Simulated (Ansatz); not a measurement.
Relaxed structure of CH3CN on the (100) surface of HfN, one molecule per 40.8 Å² (the molecule's atoms stand last):

```yaml
crystal:
  lattice:
    - [6.38781, 0.00000, 0.00000]
    - [0.00000, 6.38781, 0.00000]
    - [0.00000, 0.00000, 24.11867]
  atoms:
    - { symbol: Hf, position: [0.25000, 0.25000, 0.33169] }
    - { symbol: Hf, position: [0.25000, 0.75000, 0.33169] }
    - { symbol: Hf, position: [0.75000, 0.25000, 0.33169] }
    - { symbol: Hf, position: [0.75000, 0.75000, 0.33169] }
    - { symbol: N, position: [0.50000, 0.50000, 0.33169] }
    - { symbol: N, position: [0.50000, 0.00000, 0.33169] }
    - { symbol: N, position: [0.00000, 0.50000, 0.33169] }
    - { symbol: N, position: [0.00000, 0.00000, 0.33169] }
    - { symbol: Hf, position: [0.49861, 0.49852, 0.42456] }
    - { symbol: Hf, position: [0.49858, 0.00141, 0.42456] }
    - { symbol: Hf, position: [0.00147, 0.49852, 0.42456] }
    - { symbol: Hf, position: [0.00150, 0.00140, 0.42456] }
    - { symbol: N, position: [0.75004, 0.74997, 0.42222] }
    - { symbol: N, position: [0.75003, 0.24996, 0.42213] }
    - { symbol: N, position: [0.25003, 0.74995, 0.42213] }
    - { symbol: N, position: [0.25004, 0.24998, 0.42092] }
    - { symbol: Hf, position: [0.75012, 0.74991, 0.51285] }
    - { symbol: Hf, position: [0.75009, 0.24988, 0.51260] }
    - { symbol: Hf, position: [0.25006, 0.74990, 0.51260] }
    - { symbol: Hf, position: [0.25012, 0.24995, 0.51640] }
    - { symbol: N, position: [0.99851, 0.99835, 0.52101] }
    - { symbol: N, position: [0.99844, 0.50148, 0.52102] }
    - { symbol: N, position: [0.50161, 0.99832, 0.52099] }
    - { symbol: N, position: [0.50167, 0.50150, 0.52101] }
    - { symbol: C, position: [0.24540, 0.25282, 0.71842] }
    - { symbol: C, position: [0.24929, 0.24961, 0.65852] }
    - { symbol: N, position: [0.24993, 0.24977, 0.61032] }
    - { symbol: H, position: [0.40583, 0.25867, 0.73496] }
    - { symbol: H, position: [0.15916, 0.39136, 0.73314] }
    - { symbol: H, position: [0.16771, 0.11134, 0.73439] }
```

Computed with DFT PBE+D3(BJ), scalar-relativistic, plane waves, PAW (Ansatz 0.2.0). Plane waves to 420 eV, a k mesh through Γ of 3×3×1 on the computed 30-atom cell and Gaussian smearing (0.10 eV); no spin polarisation. The cell repeats along c with a dipole correction in the vacuum.

The slab and the molecular layer are also computed alone at these places.

Problem. How does the adsorption energy per molecule split into interaction and deformation?

Solution. E_ads = -0.876 eV: interaction of the rigid parts -1.100 eV, deformation of the slab +0.085 eV, deformation of the molecule with its lateral interactions +0.140 eV.

Problem. How much charge moves across the plane at z = 13.64 Å, midway between slab and molecule?

Solution. About 0.10 electrons a cell move up to the molecule; half the integral of |Δρ| is 0.40 e.